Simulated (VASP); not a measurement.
# PbO2 (P4_2/mnm) in VASP: settings compared

Aim: see how the results for PbO2 move with the level of theory and the settings. Levels: optB86b-vdW, PBEsol. Tasks: density of states, band structure.

Everything below comes from runs of VASP 6.6.1. Logs are shortened: lines on timing, memory, paths and dates and some standing lists are left out, and cuts for length are marked.

### Step 1. The structure

Symmetry: P4_2/mnm, No. 136, tetragonal system. Conventional cell: a = 4.995 Å, b = 4.995 Å, c = 3.409 Å, α = 90.00°, β = 90.00°, γ = 90.00°. Pb (site symmetry mmm) is surrounded by 6 O at 2.17 to 2.18 Å. Around O (site symmetry m2m) lie 3 Pb at 2.17 to 2.18 Å.

The cell is a database's computed one.

### Step 2. Density of states, optB86b-vdW

POSCAR reads:

```
PbO2
1.0
    4.9949598700      0.0000000000      0.0000000000
    0.0000000000      4.9949598700      0.0000000000
    0.0000000000      0.0000000000      3.4090009600
Pb O
2 4
Direct
    0.5000000000      0.5000000000      0.5000000000
    0.0000000000      0.0000000000      0.0000000000
    0.6925710400      0.6925710400      0.0000000000
    0.8074289600      0.1925710400      0.5000000000
    0.1925710400      0.8074289600      0.5000000000
    0.3074289600      0.3074289600      0.0000000000
```

INCAR.step1 reads:

```
SYSTEM = PbO2
PREC = Accurate
ENCUT = 400
EDIFF = 1E-6
ISMEAR = -1
SIGMA = 0.05
LREAL = .FALSE.
LASPH = .TRUE.
NELM = 100
ALGO = Normal
ISIF = 2
LWAVE = .FALSE.
LCHARG = .TRUE.
GGA = MK
LUSE_VDW = .TRUE.
AGGAC = 0.0
PARAM1 = 0.1234
PARAM2 = 1.0
NBANDS = 35
```

KPOINTS.step1 reads:

```
regular mesh
0
G
  6 6 8
  0 0 0
```

INCAR.step2 reads:

```
SYSTEM = PbO2
PREC = Accurate
ENCUT = 400
EDIFF = 1E-6
ISMEAR = -5
SIGMA = 0.05
LREAL = .FALSE.
LASPH = .TRUE.
NELM = 100
ALGO = Normal
ISIF = 2
LWAVE = .FALSE.
LCHARG = .FALSE.
GGA = MK
LUSE_VDW = .TRUE.
AGGAC = 0.0
PARAM1 = 0.1234
PARAM2 = 1.0
LORBIT = 11
NBANDS = 35
NEDOS = 2001
ICHARG = 11
```

KPOINTS.step2 reads:

```
regular mesh
0
G
  9 9 12
  0 0 0
```

Potentials or basis: VASP PAW PBE potentials, release 64 (Pb_d, O_s).

Run with:

```console
$ cat potpaw_PBE.64/Pb_d/POTCAR potpaw_PBE.64/O_s/POTCAR > POTCAR
$ cp INCAR.step1 INCAR
$ cp KPOINTS.step1 KPOINTS
$ mpirun -np 1 vasp_std > vasp.out
$ cp INCAR.step2 INCAR
$ cp KPOINTS.step2 KPOINTS
$ mpirun -np 1 vasp_std > vasp.out
```

OUTCAR:

```text
SYSTEM = PbO2
   PREC = Accurate
   ENCUT = 400
   EDIFF = 1E-6
   ISMEAR = -5
   LREAL = .FALSE.
   LASPH = .TRUE.
   NELM = 100
   ISIF = 2
   GGA = MK
   LORBIT = 11
   ICHARG = 11

 ion  position               nearest neighbor table
   1  0.500  0.500  0.500-   4 2.17   5 2.17   3 2.18   6 2.18   3 2.18   6 2.18   2 3.92   2 3.92
                             2 3.92   2 3.92   2 3.92   2 3.92   2 3.92   2 3.92
   2  0.000  0.000  0.000-   3 2.17   6 2.17   5 2.18   4 2.18   4 2.18   5 2.18   1 3.92   1 3.92
                             1 3.92   1 3.92   1 3.92   1 3.92   1 3.92   1 3.92
   3  0.693  0.693  0.000-   2 2.17   1 2.18   1 2.18
   4  0.807  0.193  0.500-   1 2.17   2 2.18   2 2.18
   5  0.193  0.807  0.500-   1 2.17   2 2.18   2 2.18
   6  0.307  0.307  0.000-   2 2.17   1 2.18   1 2.18

  LATTYP: Found a simple tetragonal cell.
 ALAT       =     4.9949598700
 C/A-ratio  =     0.6824881578

  Lattice vectors:

 A1 = (   4.9949598700,   0.0000000000,   0.0000000000)
 A2 = (   0.0000000000,   4.9949598700,   0.0000000000)
 A3 = (   0.0000000000,   0.0000000000,   3.4090009600)

Analysis of symmetry for initial positions (statically):
=====================================================================
 Subroutine PRICEL returns:
 Original cell was already a primitive cell.

 Routine SETGRP: Setting up the symmetry group for a
 simple tetragonal supercell.

 Subroutine GETGRP returns: Found 16 space group operations
 (whereof  8 operations were pure point group operations)
 out of a pool of 16 trial point group operations.

The static configuration has the point symmetry D_2h.
 The point group associated with its full space group is D_4h.

Analysis of symmetry for dynamics (positions and initial velocities):
=====================================================================
 Subroutine PRICEL returns:
 Original cell was already a primitive cell.

 Routine SETGRP: Setting up the symmetry group for a
 simple tetragonal supercell.

 Subroutine GETGRP returns: Found 16 space group operations
 (whereof  8 operations were pure point group operations)
 out of a pool of 16 trial point group operations.

The dynamic configuration has the point symmetry D_2h.
 The point group associated with its full space group is D_4h.

 Subroutine INISYM returns: Found 16 space group operations
 (whereof  8 operations are pure point group operations),
 and found     1 'primitive' translations

----------------------------------------------------------------------------------------

                                     Primitive cell

  volume of cell :      85.0533

  direct lattice vectors                    reciprocal lattice vectors
     4.994959870  0.000000000  0.000000000     0.200201809  0.000000000  0.000000000
     0.000000000  4.994959870  0.000000000     0.000000000  0.200201809  0.000000000
     0.000000000  0.000000000  3.409000960     0.000000000  0.000000000  0.293341073

  length of vectors
     4.994959870  4.994959870  3.409000960     0.200201809  0.200201809  0.293341073

  position of ions in fractional coordinates (direct lattice)
     0.500000000  0.500000000  0.500000000
     0.000000000  0.000000000  0.000000000
     0.692571040  0.692571040  0.000000000
     0.807428960  0.192571040  0.500000000
     0.192571040  0.807428960  0.500000000
     0.307428960  0.307428960  0.000000000

  ion indices of the primitive-cell ions
   primitive index   ion index
                 1           1
                 2           2
                 3           3
                 4           4
                 5           5
                 6           6

----------------------------------------------------------------------------------------

 KPOINTS: regular mesh

Automatic generation of k-mesh.
 Grid dimensions read from file:
 generate k-points for:    9    9   12

 Generating k-lattice:

  Cartesian coordinates                     Fractional coordinates (reciprocal lattice)
     0.022244645  0.000000000  0.000000000     0.111111111  0.000000000  0.000000000
     0.000000000  0.022244645  0.000000000     0.000000000  0.111111111  0.000000000
     0.000000000  0.000000000  0.024445089     0.000000000  0.000000000  0.083333333

  Length of vectors
     0.022244645  0.022244645  0.024445089

  Shift w.r.t. Gamma in fractional coordinates (k-lattice)
     0.000000000  0.000000000  0.000000000

 TETIRR: Found   1446 inequivalent tetrahedra from     5832

 Subroutine IBZKPT returns following result:
 ===========================================

 Found    105 irreducible k-points:

 Following reciprocal coordinates:
            Coordinates               Weight
  0.000000  0.000000  0.000000      1.000000
  0.111111  0.000000  0.000000      4.000000
  0.222222  0.000000  0.000000      4.000000
  0.333333  0.000000  0.000000      4.000000
  0.444444  0.000000  0.000000      4.000000
  0.111111  0.111111  0.000000      4.000000
[... 16 lines left out ...]
  0.333333  0.111111  0.083333     16.000000
  0.444444  0.111111  0.083333     16.000000
 [... further k-points ...]
   k-points           NKPTS =    105   k-points in BZ     NKDIM =    105   number of bands    NBANDS=     35
   number of dos      NEDOS =   2001   number of ions     NIONS =      6
   total plane-waves  NPLWV =  31104
   dimension x,y,z NGX =    36 NGY =   36 NGZ =   24
   dimension x,y,z NGXF=    72 NGYF=   72 NGZF=   48
   ions per type =               2   4
   NGX,Y,Z   is equivalent  to a cutoff of  11.98, 11.98, 11.70 a.u.
   NGXF,Y,Z  is equivalent  to a cutoff of  23.96, 23.96, 23.41 a.u.
 SYSTEM =  PbO2
   PREC   = accura    normal or accurate (medium, high low for compatibility)
   ISTART =      0    job   : 0-new  1-cont  2-samecut
   ICHARG =     11    charge: 1-file 2-atom 10-const
   ISPIN  =      1    spin polarized calculation?
   LNONCOLLINEAR =      F non collinear calculations
   LSORBIT =      F    spin-orbit coupling
   LASPH  =      T    aspherical Exc in radial PAW
   ENCUT  =  400.0 eV  29.40 Ry    5.42 a.u.   8.15  8.15  5.56*2*pi/ulx,y,z
   NELM   =    100;   NELMIN=  2; NELMDL=  0     # of ELM steps
   EDIFF  = 0.1E-05   stopping-criterion for ELM
   LREAL  =      F    real-space projection
   EDIFFG = 0.1E-04   stopping-criterion for IOM
   NSW    =      0    number of steps for IOM
   IBRION =     -1    ionic relax: 0-MD 1-quasi-New 2-CG
   NFREE  =      0    steps in history (QN), initial steepest desc. (CG)
   ISIF   =      2    stress and relaxation
   ISYM   =      2    0-nonsym 1-usesym 2-fastsym
   POTIM  = 0.5000    time-step for ionic-motion
   TEBEG  =    0.0;   TEEND  =   0.0 temperature during run
   PSTRESS=    0.0 pullay stress
   NELECT =      52.0000    total number of electrons
   NUPDOWN=      -1.0000    fix difference up-down
   EMIN   =  10.00;   EMAX   =-10.00  energy-range for DOS
   EFERMI =   0.00;   METHOD = LEGACY
   ISMEAR =    -5;   SIGMA  =   0.05  broadening in eV -4-tet -1-fermi 0-gaus
   EFERMI_NEDOS =   21; number of points for ismear=-14 and -15
   IALGO  =     38    algorithm
   IMIX   =      4    mixing-type and parameters
     AMIX     =   0.40;   BMIX     =  1.00
     AMIX_MAG =   1.60;   BMIX_MAG =  1.00
  volume/ion in A,a.u.               =      14.18        95.66
  Fermi-wavevector in a.u.,A,eV,Ry     =   1.389458  2.625696 26.267337  1.930595
  Thomas-Fermi vector in A             =   2.513487
   LORBIT       =     11    0 simple, 1 ext, 2 COOP (PROOUT), +10 PAW based schemes
   GGA     = MK    functional components
   LHFCALC =     F    Hartree Fock is set to
   AEXX    =    0.0000 exact exchange contribution
   IVDW_NL    =     1    kernel type
   BPARAM     = 6.3000
   IVDW    =     0    specifies the selected vdW correction
   LEPSILON=     F    determine dielectric tensor
   LRPA    =     F    only Hartree local field effects (RPA)
 non-spin polarized calculation
 Fermi weights with tetrahedron method with Bloechl corrections
  energy-cutoff  :      400.00
  volume of cell :       85.05
 maximum number of plane-waves:      1571
 NGX is ok and might be reduce to    36

 number of electron      51.9999996 magnetization

 Free energy of the ion-electron system (eV)
  ---------------------------------------------------
  ext. energy  EPLUGINS =         0.00000000
  ---------------------------------------------------
  free energy    TOTEN  =       -19.49273337 eV

  energy without entropy =      -19.49273337  energy(sigma->0) =      -19.49273337

 E-fermi :   4.3054     XC(G=0): -10.7755

 val. band max:        4.2969470022   @ k =   0.1111   0.1111   0.0000
 cond. band min:       4.3090783207   @ k =   0.1111   0.1111   0.0000
 fundamental gap:      0.0121313185
 Fermi energy:         4.3054458624

 k-point     1 :       0.0000    0.0000    0.0000
  band No.  band energies     occupation
      1     -13.8632      2.00000
      2     -13.7640      2.00000
      3     -12.0959      2.00000
      4     -12.0959      2.00000
      5     -11.1916      2.00000
      6     -10.9850      2.00000
[... 27 lines left out ...]
     34      15.2894      0.00000
     35      16.1058      0.00000

 k-point     2 :       0.1111    0.0000    0.0000
  band No.  band energies     occupation
      1     -13.8311      2.00000
      2     -13.7435      2.00000
      3     -12.2302      2.00000
      4     -12.1680      2.00000
      5     -11.0445      2.00000
      6     -10.9647      2.00000
[... 27 lines left out ...]
     34      15.4528      0.00000
     35      16.0989      0.00000
[... 796 lines left out ...]
     34      16.1663      0.00000
     35      16.2100      0.00000

 k-point    24 :       0.4444    0.1111    0.0833
  band No.  band energies     occupation
      1     -13.5429      2.00000
      2     -13.4430      2.00000
      3     -12.9054      2.00000
      4     -12.7400      2.00000
      5     -10.9381      2.00000
      6     -10.9246      2.00000
[... 27 lines left out ...]
     34      16.1173      0.00000
     35      16.3550      0.00000

 [... further k-points ...]

------------------------ aborting loop because EDIFF is reached ----------------------------------------

  FORCE on cell =-STRESS in cart. coord.  units (eV):
  Direction    XX          YY          ZZ          XY          YZ          ZX
  --------------------------------------------------------------------------------------
  -------------------------------------------------------------------------------------
  Total        1.3764923      1.3764923      2.3348603      0.0000000      0.0000000      0.0000000
  in kB       25.9294462     25.9294462     43.9825454      0.0000000      0.0000000      0.0000000
  external PRESSURE =      31.9471459 kB  Pullay stress =       0.0000000 kB

 VOLUME and BASIS-vectors are now :
 -----------------------------------------------------------------------------
  energy-cutoff  :      400.00
  volume of cell :       85.05
      direct lattice vectors                 reciprocal lattice vectors
     4.994959870  0.000000000  0.000000000     0.200201809  0.000000000  0.000000000
     0.000000000  4.994959870  0.000000000     0.000000000  0.200201809  0.000000000
     0.000000000  0.000000000  3.409000960     0.000000000  0.000000000  0.293341073

 POSITION                                       TOTAL-FORCE (eV/Angst)
 -----------------------------------------------------------------------------------
      2.49748      2.49748      1.70450        -0.000000      0.000000     -0.000000
      0.00000      0.00000      0.00000        -0.000000      0.000000     -0.000000
      3.45936      3.45936      0.00000         0.047203      0.047203     -0.000000
      4.03308      0.96188      1.70450        -0.047203      0.047203     -0.000000
      0.96188      4.03308      1.70450         0.047203     -0.047203     -0.000000
      1.53560      1.53560      0.00000        -0.047203     -0.047203      0.000000
 -----------------------------------------------------------------------------------
    total drift:                                0.000000      0.000000     -0.000000

  FREE ENERGIE OF THE ION-ELECTRON SYSTEM (eV)
  ---------------------------------------------------
  free  energy   TOTEN  =       -19.4927333687 eV

  energy  without entropy=      -19.4927333687  energy(sigma->0) =      -19.49273337

Total vdW correction in eV:      9.5461136

 total charge

# of ion       s       p       d       tot
------------------------------------------
    1        1.036   0.774  10.032  11.842
    2        1.036   0.774  10.032  11.842
    3        1.796   4.052   0.000   5.848
    4        1.796   4.052   0.000   5.848
    5        1.796   4.052   0.000   5.848
    6        1.796   4.052   0.000   5.848
--------------------------------------------------
tot          9.257  17.755  20.063  47.076
```

Wall time 8.2 min (1 thread of AMD EPYC, shared host); peak memory 0.44 GiB.

What came out:

- Valence electrons inside the program's atomic spheres: Pb 11.84; O 5.85

States per cell in windows of 1 eV (zero at the valence-band top; states under -8 eV left out):
| from (eV) | total | O3_p | O4_p | O5_p | O6_p | Pb1_s | Pb2_s |
| --- | --- | --- | --- | --- | --- | --- | --- |
| -8.0 | 1.84 | 0.15 | 0.15 | 0.15 | 0.15 | 0.42 | 0.42 |
| -7.0 | 1.23 | 0.10 | 0.10 | 0.10 | 0.10 | 0.26 | 0.26 |
| -6.0 | 0.63 | 0.06 | 0.06 | 0.06 | 0.06 | 0.12 | 0.12 |
| -5.0 | 0.93 | 0.13 | 0.13 | 0.13 | 0.13 | 0.03 | 0.03 |
| -4.0 | 3.59 | 0.56 | 0.56 | 0.56 | 0.56 | 0.02 | 0.02 |
| -3.0 | 3.33 | 0.55 | 0.55 | 0.55 | 0.55 | 0.02 | 0.02 |
| -2.0 | 4.36 | 0.79 | 0.79 | 0.79 | 0.79 | 0.02 | 0.02 |
| -1.0 | 8.42 | 1.71 | 1.71 | 1.71 | 1.71 | 0.01 | 0.01 |
| 0.0 | 0.14 | 0.02 | 0.02 | 0.02 | 0.02 | 0.01 | 0.01 |
| 1.0 | 0.34 | 0.04 | 0.04 | 0.04 | 0.04 | 0.05 | 0.05 |
| 2.0 | 1.10 | 0.14 | 0.14 | 0.14 | 0.14 | 0.17 | 0.17 |
| 3.0 | 1.95 | 0.25 | 0.25 | 0.25 | 0.25 | 0.31 | 0.31 |
| 4.0 | 0.45 | 0.06 | 0.06 | 0.06 | 0.06 | 0.07 | 0.07 |
| 5.0 | 0.01 | 0.00 | 0.00 | 0.00 | 0.00 | 0.00 | 0.00 |
| 6.0 | 1.11 | 0.03 | 0.03 | 0.03 | 0.03 | 0.01 | 0.01 |
| 7.0 | 2.04 | 0.09 | 0.09 | 0.09 | 0.09 | 0.01 | 0.01 |

Caveat: the PAW data sets were made with another functional, which shifts forces and pressure a little. The run has no spin-orbit coupling, so splittings on Pb are missing.

(Part 1 of 2 ends here.)
